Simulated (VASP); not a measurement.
A run of VASP 6.6.1 is set up as follows.

Contents of INCAR:

```
PREC = Accurate ; ENCUT = 600
EDIFF = 1E-7 ; ISMEAR = -1
SIGMA = 0.05 ; LREAL = F
LASPH = T ; NELM = 80
ALGO = Normal ; ISIF = 3
LWAVE = F ; LCHARG = F
GGA = RP ; IVDW = 11
IBRION = 2 ; NSW = 60
EDIFFG = -0.01
```

File KPOINTS:

```
Automatic mesh
0
Gamma
  12 12 11
```

File POSCAR:

```
Si
1.0
    2.6205428149      0.0000000000      0.0000000000
   -1.3102714075      2.2694566494      0.0000000000
    0.0000000000      0.0000000000      2.4663543900
Si
1
Direct
    0.0000000000      0.0000000000      0.0000000000
```

Potentials or basis: VASP PAW PBE potentials, release 64 (Si).

The run is started by

```console
$ cat potpaw_PBE.64/Si/POTCAR > POTCAR
$ mpirun -np 1 vasp_std > vasp.out
```

Estimate the dispersion energy per atom.

-0.309 eV.

What does it give for the relaxed volume?

14.82 Å³/atom.

Predict the band gap on the k mesh.

none (metal or under the smearing width).

Step by step:
```csv
step,energy change (eV),largest force (eV/Å),pressure (GPa),volume (Å³)
1,0.0000,0.0000,1.29,14.67
2,-0.0021,0.0000,-0.90,14.92
3,-0.0035,0.0000,-0.10,14.82
```

Caveat: the PAW data sets were made with another functional, which shifts forces and pressure a little; pairwise dispersion overbinds metals, which lowers pressure and volume.
